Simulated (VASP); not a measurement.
# BN (F-43m) in VASP: further runs

Runs on BN. Level: PBEsol. Tasks: single point.

Everything below comes from runs of VASP 6.6.1. Logs are shortened: lines on timing, memory, paths and dates and some standing lists are left out, and cuts for length are marked.

**Experimental background.**

From a printed reference work, monograph, for a bulk crystal of BN at 300 K: band gap 6.4 eV (indirect).

How close the calculation comes is told below.

## (1) The cell of the first run

It takes space group F-43m (No. 216, cubic). Conventional cell: a = 3.573 Å, b = 3.573 Å, c = 3.573 Å, α = 90.00°, β = 90.00°, γ = 90.00°. Within 2.1 Å of B (site symmetry -43m) lie 4 N at 1.55 Å. Within 2.1 Å of N (site symmetry -43m) lie 4 B at 1.55 Å.

## (2) Single point, PBEsol

Contents of INCAR:

```
SYSTEM = BN
  PREC = Accurate
  ENCUT = 600
  EDIFF = 1E-6
  ISMEAR = 0
  SIGMA = 0.05
  LREAL = .False.
  LASPH = .True.
  NELM = 120
  ALGO = Normal
  ISIF = 2
  LWAVE = .False.
  LCHARG = .True.
  GGA = PS
  LELF = .True.
  LVHAR = .True.
  NBANDS = 11
  GGA_COMPAT = .False.
```

Contents of KPOINTS:

```
Automatic mesh
0
Gamma
  16 16 16
  0 0 0
```

Contents of POSCAR:

```
BN
1.0
    0.0000000000      1.7864901205      1.7864901205
    1.7864901205      0.0000000000      1.7864901205
    1.7864901205      1.7864901205      0.0000000000
B N
1 1
Direct
    0.0000000000      0.0000000000      0.0000000000
    0.7500000000      0.7500000000      0.7500000000
```

Potentials or basis: VASP PAW PBE potentials, release 64 (B, N).

Launch:

```console
cat potpaw_PBE.64/B/POTCAR potpaw_PBE.64/N/POTCAR > POTCAR
mpirun -np 1 vasp_std > vasp.out
```

OUTCAR:

```text
SYSTEM = BN
   PREC = Accurate
   ENCUT = 600
   EDIFF = 1E-6
   ISMEAR = 0
   LREAL = .False.
   LASPH = .True.
   NELM = 120
   ISIF = 2
   GGA = PS

 ion  position               nearest neighbor table
   1  0.000  0.000  0.000-   2 1.55   2 1.55   2 1.55   2 1.55
   2  0.750  0.750  0.750-   1 1.55   1 1.55   1 1.55   1 1.55

  LATTYP: Found a face centered cubic cell.
 ALAT       =     3.5729802410

  Lattice vectors:

 A1 = (   0.0000000000,   1.7864901205,   1.7864901205)
 A2 = (   1.7864901205,   0.0000000000,   1.7864901205)
 A3 = (   1.7864901205,   1.7864901205,   0.0000000000)

Analysis of symmetry for initial positions (statically):
=====================================================================
 Subroutine PRICEL returns:
 Original cell was already a primitive cell.

 Routine SETGRP: Setting up the symmetry group for a
 face centered cubic supercell.

 Subroutine GETGRP returns: Found 24 space group operations
 (whereof 24 operations were pure point group operations)
 out of a pool of 48 trial point group operations.

The static configuration has the point symmetry T_d .

Analysis of symmetry for dynamics (positions and initial velocities):
=====================================================================
 Subroutine PRICEL returns:
 Original cell was already a primitive cell.

 Routine SETGRP: Setting up the symmetry group for a
 face centered cubic supercell.

 Subroutine GETGRP returns: Found 24 space group operations
 (whereof 24 operations were pure point group operations)
 out of a pool of 48 trial point group operations.

The dynamic configuration has the point symmetry T_d .

 Subroutine INISYM returns: Found 24 space group operations
 (whereof 24 operations are pure point group operations),
 and found     1 'primitive' translations

----------------------------------------------------------------------------------------

                                     Primitive cell

  volume of cell :      11.4033

  direct lattice vectors                    reciprocal lattice vectors
     0.000000000  1.786490120  1.786490120    -0.279878402  0.279878402  0.279878402
     1.786490120  0.000000000  1.786490120     0.279878402 -0.279878402  0.279878402
     1.786490120  1.786490120  0.000000000     0.279878402  0.279878402 -0.279878402

  length of vectors
     2.526478557  2.526478557  2.526478557     0.484763612  0.484763612  0.484763612

  position of ions in fractional coordinates (direct lattice)
     0.000000000  0.000000000  0.000000000
     0.750000000  0.750000000  0.750000000

  ion indices of the primitive-cell ions
   primitive index   ion index
                 1           1
                 2           2

----------------------------------------------------------------------------------------

 KPOINTS: Automatic mesh

Automatic generation of k-mesh.
 Grid dimensions read from file:
 generate k-points for:   16   16   16

 Generating k-lattice:

  Cartesian coordinates                     Fractional coordinates (reciprocal lattice)
    -0.017492400  0.017492400  0.017492400     0.062500000  0.000000000  0.000000000
     0.017492400 -0.017492400  0.017492400     0.000000000  0.062500000  0.000000000
     0.017492400  0.017492400 -0.017492400     0.000000000  0.000000000  0.062500000

  Length of vectors
     0.030297726  0.030297726  0.030297726

  Shift w.r.t. Gamma in fractional coordinates (k-lattice)
     0.000000000  0.000000000  0.000000000

 Subroutine IBZKPT returns following result:
 ===========================================

 Found    145 irreducible k-points:

 Following reciprocal coordinates:
            Coordinates               Weight
  0.000000  0.000000  0.000000      1.000000
  0.062500  0.000000  0.000000      8.000000
  0.125000  0.000000  0.000000      8.000000
  0.187500  0.000000  0.000000      8.000000
  0.250000  0.000000  0.000000      8.000000
  0.312500  0.000000  0.000000      8.000000
[... 16 lines left out ...]
 -0.125000  0.062500  0.000000     24.000000
 -0.062500  0.062500  0.000000     12.000000
 [... further k-points ...]
   k-points           NKPTS =    145   k-points in BZ     NKDIM =    145   number of bands    NBANDS=     11
   number of dos      NEDOS =    301   number of ions     NIONS =      2
   total plane-waves  NPLWV =   8000
   dimension x,y,z NGX =    20 NGY =   20 NGZ =   20
   dimension x,y,z NGXF=    40 NGYF=   40 NGZF=   40
   ions per type =               1   1
   NGX,Y,Z   is equivalent  to a cutoff of  13.16, 13.16, 13.16 a.u.
   NGXF,Y,Z  is equivalent  to a cutoff of  26.32, 26.32, 26.32 a.u.
 SYSTEM =  BN
   PREC   = accura    normal or accurate (medium, high low for compatibility)
   ISTART =      0    job   : 0-new  1-cont  2-samecut
   ICHARG =      2    charge: 1-file 2-atom 10-const
   ISPIN  =      1    spin polarized calculation?
   LNONCOLLINEAR =      F non collinear calculations
   LSORBIT =      F    spin-orbit coupling
   LASPH  =      T    aspherical Exc in radial PAW
   ENCUT  =  600.0 eV  44.10 Ry    6.64 a.u.   5.05  5.05  5.05*2*pi/ulx,y,z
   NELM   =    120;   NELMIN=  2; NELMDL= -5     # of ELM steps
   EDIFF  = 0.1E-05   stopping-criterion for ELM
   LREAL  =      F    real-space projection
   EDIFFG = 0.1E-04   stopping-criterion for IOM
   NSW    =      0    number of steps for IOM
   IBRION =     -1    ionic relax: 0-MD 1-quasi-New 2-CG
   NFREE  =      0    steps in history (QN), initial steepest desc. (CG)
   ISIF   =      2    stress and relaxation
   ISYM   =      2    0-nonsym 1-usesym 2-fastsym
   POTIM  = 0.5000    time-step for ionic-motion
   TEBEG  =    0.0;   TEEND  =   0.0 temperature during run
   PSTRESS=    0.0 pullay stress
   NELECT =       8.0000    total number of electrons
   NUPDOWN=      -1.0000    fix difference up-down
   EMIN   =  10.00;   EMAX   =-10.00  energy-range for DOS
   EFERMI =   0.00;   METHOD = LEGACY
   ISMEAR =     0;   SIGMA  =   0.05  broadening in eV -4-tet -1-fermi 0-gaus
   EFERMI_NEDOS =   21; number of points for ismear=-14 and -15
   IALGO  =     38    algorithm
   IMIX   =      4    mixing-type and parameters
     AMIX     =   0.40;   BMIX     =  1.00
     AMIX_MAG =   1.60;   BMIX_MAG =  1.00
  volume/ion in A,a.u.               =       5.70        38.48
  Fermi-wavevector in a.u.,A,eV,Ry     =   1.454658  2.748905 28.790331  2.116030
  Thomas-Fermi vector in A             =   2.571783
   LORBIT       =      0    0 simple, 1 ext, 2 COOP (PROOUT), +10 PAW based schemes
   GGA     = PS    functional components
   LHFCALC =     F    Hartree Fock is set to
   AEXX    =    0.0000 exact exchange contribution
   IVDW    =     0    specifies the selected vdW correction
   LEPSILON=     F    determine dielectric tensor
   LRPA    =     F    only Hartree local field effects (RPA)
 non-spin polarized calculation
 Gauss-broadening in eV      SIGMA  =   0.05
  energy-cutoff  :      600.00
  volume of cell :       11.40
 maximum number of plane-waves:       392
   NGX =  9   NGY =  9   NGZ =  9

 number of electron       7.9999998 magnetization

 Free energy of the ion-electron system (eV)
  ---------------------------------------------------
  ext. energy  EPLUGINS =         0.00000000
  ---------------------------------------------------
  free energy    TOTEN  =       -18.33823411 eV

  energy without entropy =      -18.33823411  energy(sigma->0) =      -18.33823411

 E-fermi :   8.1270     XC(G=0): -13.1884

 val. band max:        7.8013437520   @ k =   0.0000   0.0000   0.0000
 cond. band min:      12.1133392143   @ k =   0.5000   0.5000   0.0000
 fundamental gap:      4.3119954622
 Fermi energy:         8.1270124176

 k-point     1 :       0.0000    0.0000    0.0000
  band No.  band energies     occupation
      1     -12.8575      2.00000
      2       7.8013      2.00000
      3       7.8013      2.00000
      4       7.8013      2.00000
      5      16.7274      0.00000
      6      16.7274      0.00000
      7      16.7274      0.00000
      8      18.6412      0.00000
      9      32.9740      0.00000
     10      35.9241      0.00000
     11      35.9241      0.00000

 k-point     2 :       0.0625    0.0000    0.0000
  band No.  band energies     occupation
      1     -12.7594      2.00000
      2       7.2517      2.00000
      3       7.6917      2.00000
      4       7.6917      2.00000
      5      16.8840      0.00000
      6      16.8930      0.00000
      7      16.8930      0.00000
      8      18.9538      0.00000
      9      32.7879      0.00000
     10      34.1153      0.00000
     11      34.1153      0.00000

 k-point     3 :       0.1250    0.0000    0.0000
  band No.  band energies     occupation
      1     -12.4660      2.00000
      2       5.8660      2.00000
      3       7.4028      2.00000
      4       7.4028      2.00000
      5      17.1782      0.00000
      6      17.3226      0.00000
      7      17.3226      0.00000
      8      19.7886      0.00000
      9      32.3149      0.00000
     10      32.6197      0.00000
     11      32.6197      0.00000

 k-point     4 :       0.1875    0.0000    0.0000
  band No.  band energies     occupation
      1     -11.9836      2.00000
      2       4.0703      2.00000
      3       7.0196      2.00000
      4       7.0196      2.00000
      5      17.4693      0.00000
      6      17.8496      0.00000
      7      17.8496      0.00000
      8      20.8187      0.00000
      9      31.7345      0.00000
     10      31.7345      0.00000
     11      31.7793      0.00000
[... 239 lines left out ...]
 k-point    22 :      -0.1875    0.0625    0.0000
  band No.  band energies     occupation
      1     -11.6981      2.00000
      2       3.4352      2.00000
      3       6.1581      2.00000
      4       7.1500      2.00000
      5      17.7066      0.00000
      6      17.7754      0.00000
      7      18.4858      0.00000
      8      21.1553      0.00000
      9      30.3361      0.00000
     10      30.7096      0.00000
     11      34.0561      0.00000

 k-point    23 :      -0.1250    0.0625    0.0000
  band No.  band energies     occupation
      1     -12.2396      2.00000
      2       5.2359      2.00000
      3       6.6029      2.00000
      4       7.4988      2.00000
      5      17.2906      0.00000
      6      17.3298      0.00000
      7      18.0230      0.00000
      8      20.2515      0.00000
      9      30.9991      0.00000
     10      31.2006      0.00000
     11      34.3570      0.00000

 k-point    24 :      -0.0625    0.0625    0.0000
  band No.  band energies     occupation
      1     -12.5960      2.00000
      2       6.6425      2.00000
      3       7.1324      2.00000
      4       7.7029      2.00000
      5      16.9447      0.00000
      6      16.9858      0.00000
      7      17.4676      0.00000
      8      19.4133      0.00000
      9      32.0850      0.00000
     10      32.2955      0.00000
     11      34.5578      0.00000

 [... further k-points ...]
[... 5 lines left out ...]
  --------------------------------------------------------------------------------------
  -------------------------------------------------------------------------------------
  Total        0.8190381      0.8190381      0.8190381      0.0000000      0.0000000      0.0000000
  in kB      115.0754935    115.0754935    115.0754935      0.0000000      0.0000000      0.0000000
  external PRESSURE =     115.0754935 kB  Pullay stress =       0.0000000 kB

 VOLUME and BASIS-vectors are now :
 -----------------------------------------------------------------------------
  energy-cutoff  :      600.00
  volume of cell :       11.40
      direct lattice vectors                 reciprocal lattice vectors
     0.000000000  1.786490120  1.786490120    -0.279878402  0.279878402  0.279878402
     1.786490120  0.000000000  1.786490120     0.279878402 -0.279878402  0.279878402
     1.786490120  1.786490120  0.000000000     0.279878402  0.279878402 -0.279878402

 POSITION                                       TOTAL-FORCE (eV/Angst)
 -----------------------------------------------------------------------------------
      0.00000      0.00000      0.00000        -0.000000     -0.000000     -0.000000
      2.67974      2.67974      2.67974         0.000000      0.000000      0.000000
 -----------------------------------------------------------------------------------
    total drift:                               -0.000000     -0.000000     -0.000000

  FREE ENERGIE OF THE ION-ELECTRON SYSTEM (eV)
  ---------------------------------------------------
  free  energy   TOTEN  =       -18.3382341125 eV

  energy  without entropy=      -18.3382341125  energy(sigma->0) =      -18.33823411
```

It took 13 s on 1 thread of Intel Xeon Platinum 8488C (Sapphire Rapids), shared host; peak memory 0.13 GiB.

What came out:

```yaml
Free_energy: -18.3382 eV
Pressure: 11.5 GPa
Band_gap_on_the_k_mesh: 4.31 eV, indirect (least direct gap 8.93 eV)
```

Caveat: the PAW data sets were made with another functional, which shifts forces and pressure a little. A k mesh can miss the band edges.

(Continued in part 2 of 2.)
